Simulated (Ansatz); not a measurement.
**PbS: stress in a strained cell**

Aim: deform PbS (equal xx and yy strain of -1 %) and compute stress, forces and field gradients with LAPW, PAW and all-electron datasets made for the crystal.

Method: DFT PBEsol, scalar-relativistic, in Ansatz 0.2.0.

## 1. Starting point

Symmetry: C2/m, No. 12, monoclinic system. The conventional cell has a = 5.881 Å, b = 5.800 Å, c = 11.759 Å, α = 90.00°, β = 95.27°, γ = 90.00°. Pb (site symmetry m) is surrounded by 5 S at 2.75 to 2.98 Å. Around S (site symmetry m) lie 5 Pb at 2.75 to 2.98 Å.

As a file:

```xyz
4
Lattice="2.9405 -2.9000 0.0000 2.9405 2.9000 0.0000 -1.0800 0.0000 11.7093" Properties=species:S:1:pos:R:3 pbc="T T T"
Pb    3.8740    0.0000    7.4516
Pb    0.9270    0.0000    4.2577
S     0.9319    0.0000    7.0092
S     3.8690    0.0000    4.7001
```

Atoms are numbered in the order of the input: Pb1, Pb2, S3, S4.

## 2. After the deformation

Space group C2/m before, C2/m after.

## 3. LAPW, all electrons

File input.yaml:

```yaml
crystal:
  lattice:
    - [2.911095, -2.871, 0.0]
    - [2.911095, 2.871, 0.0]
    - [-1.0692495, 0.0, 11.70929]
  atoms:
    - { symbol: Pb, position: [0.7756, 0.7756, 0.63638] }
    - { symbol: Pb, position: [0.2244, 0.2244, 0.36362] }
    - { symbol: S, position: [0.2684, 0.2684, 0.5986] }
    - { symbol: S, position: [0.7316, 0.7316, 0.4014] }
kpoints:
  mp_grid: { grid: [7, 7, 3] }
  band_path:
    path:
      - [0.0, 0.0, 0.0]
      - [-0.4951884801, 0.4951884801, 0.0]
      - [-0.5048115199, -0.4951884801, 0.0]
      - [-0.5, -0.5, 0.0]
      - [0.0, 0.0, 0.0]
      - [-0.5, -0.5, 0.5]
      - [-0.5158522538, -0.4841477462, 0.5]
      - [-0.4841477462, 0.4841477462, 0.5]
      - [0.0, 0.0, 0.5]
    npoints: 5
scf:
  occupations: { method: fermi_dirac, width: 0.01 }
hamiltonian:
  xc: pbesol
  pseudopotentials: { kind: all_electron, lapw: { basis_error: 0.0005 } }
output:
  forces: true
  stress: true
  eigenvalues: true
```

Run with:

```
> ansatz run input.yaml --threads 1 --pin off --max-ram 6144MiB --backend cpu --events-out ev --progress --plain --runs-dir out
```

## 4. Frozen-core PAW

File input.yaml:

```yaml
crystal:
  lattice:
    - [2.911095, -2.871, 0.0]
    - [2.911095, 2.871, 0.0]
    - [-1.0692495, 0.0, 11.70929]
  atoms:
    - { symbol: Pb, position: [0.7756, 0.7756, 0.63638] }
    - { symbol: Pb, position: [0.2244, 0.2244, 0.36362] }
    - { symbol: S, position: [0.2684, 0.2684, 0.5986] }
    - { symbol: S, position: [0.7316, 0.7316, 0.4014] }
kpoints:
  mp_grid: { grid: [7, 7, 3] }
scf:
  occupations: { method: fermi_dirac, width: 0.01 }
hamiltonian:
  xc: pbesol
  pseudopotentials: { kind: paw }
output:
  forces: true
  stress: true
  eigenvalues: true
  efg: { contact_densities: true }
  write_density: true
  write_potential: true
  elf: true
  volumetric_format: npy
```

## 5. All-electron PAW on datasets made for the crystal

Edit input.yaml of step 4 so:

```diff
@@ -16,3 +16,3 @@
   xc: pbesol
-  pseudopotentials: { kind: paw }
+  pseudopotentials: { kind: all_electron, datasets: crystal }
 output:
@@ -22,5 +22 @@
   efg: { contact_densities: true }
-  write_density: true
-  write_potential: true
-  elf: true
-  volumetric_format: npy
```

(Steps that only read results are left out.)

**Question.** What will these runs give? Wanted: pressure; largest shear or deviatoric stress.

As calculated:

| quantity | value |
| --- | --- |
| pressure | LAPW -0.46, PAW -0.46, crystal datasets -0.46 GPa |
| largest shear or deviatoric stress (LAPW) | 1.43 GPa |

In words: The largest part of the stress beyond the pressure is 1.43 GPa in size, in the zz component; the atoms are carried along and not relaxed. No run of the undeformed cell stands beside it, so the pressure holds what the given cell had before the change. PAW: stress within 0.01 GPa of LAPW, forces within 1 meV/Å. Crystal datasets: stress within 0.01 GPa of LAPW, forces within 1 meV/Å. Spin-orbit coupling is left out, though the cell holds Pb; in elements this heavy it can shift bands and gaps by tenths of an eV.

The gaps are Kohn-Sham values of a semilocal functional, not quasiparticle or optical gaps. Such gaps usually fall short of the measured ones; spin-orbit coupling, left out here, narrows gaps with Pb, so the two errors partly cancel.
